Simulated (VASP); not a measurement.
Here is a VASP 6.6.1 calculation.

Contents of INCAR:

```
SYSTEM = Ru
  PREC = Accurate
  ENCUT = 600
  EDIFF = 1E-6
  ISMEAR = 1
  SIGMA = 0.1
  LREAL = .FALSE.
  LASPH = .TRUE.
  NELM = 80
  ALGO = Normal
  ISIF = 3
  LWAVE = .FALSE.
  LCHARG = .FALSE.
  METAGGA = R2SCAN
  LMIXTAU = .TRUE.
  IBRION = 2
  NSW = 90
  EDIFFG = -0.01
```

Contents of KPOINTS:

```
regular mesh
0
G
  15 15 9
  0 0 0
```

The input POSCAR:

```
Ru
1.0
    2.7058000000      0.0000000000      0.0000000000
   -1.3529000000      2.3432915376      0.0000000000
    0.0000000000      0.0000000000      4.2819000000
Ru
2
Direct
    0.3333333333      0.6666666667      0.2500000000
    0.6666666667      0.3333333333      0.7500000000
```

Potentials or basis: VASP PAW PBE potentials, release 64 (Ru_pv).

The run is started by

```console
$ cat potpaw_PBE.64/Ru_pv/POTCAR > POTCAR
$ mpirun -np 1 vasp_std > vasp.out
```

**Question.** Predict the relaxed volume.

**Answer.** 13.55 Å³/atom.

**Question.** What does it give for the band gap on the k mesh?

**Answer.** None (metal or under the smearing width).

**Question.** Estimate the space group after relaxing (to 0.05 Å).

**Answer.** P6_3/mmc (No. 194).

Final structure:
```yaml
crystal:
  lattice:
    - [2.70433, 0.00000, 0.00000]
    - [-1.35216, 2.34202, 0.00000]
    - [0.00000, 0.00000, 4.27783]
  atoms:
    - { symbol: Ru, position: [0.33333, 0.66667, 0.25000] }
    - { symbol: Ru, position: [0.66667, 0.33333, 0.75000] }
```

Caveat: the PAW data sets were made with another functional, which shifts forces and pressure a little.
